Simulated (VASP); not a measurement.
K, 3 atoms in the cell. The structure is hexagonal, space group P6/mmm (No. 191). Conventional cell: a = 7.123 Å, b = 7.123 Å, c = 4.243 Å, α = 90.00°, β = 90.00°, γ = 120.00°. K (site symmetry 6/mmm) is surrounded by 2 K at 4.24 Å. K (site symmetry -6m2) has 5 K at 4.11 to 4.24 Å as nearest neighbours. This isn't the form of K at room conditions, which is bcc.

```yaml
Program: VASP 6.6.1
Task: single point
Functional: LDA
Potentials_or_basis: VASP PAW LDA potentials, release 64 (K_sv)
Cutoff: 520 eV
k_mesh: 6 × 6 × 8
Occupations: fermi-dirac, width 0.1 eV
Spin: no spin polarisation
Dipole_correction: no
Further_INCAR_settings: ALGO = Fast; EDIFF = 1e-06; NBANDS = 20
```

Potentials or basis: VASP PAW LDA potentials, release 64 (K_sv).

The run is started by

```bash
$ cat potpaw_LDA.64/K_sv/POTCAR > POTCAR
$ mpirun -np 1 vasp_std > vasp.out
```

Hardware: 1 thread of AMD EPYC 9R45 (Zen 5) (shared host).

Task: How long does it take, and how much memory?

Result: It took 82 s on 1 thread of AMD EPYC 9R45 (Zen 5) (shared host), peak memory 0.24 GiB. Counts: scf iterations 14, k points 35.
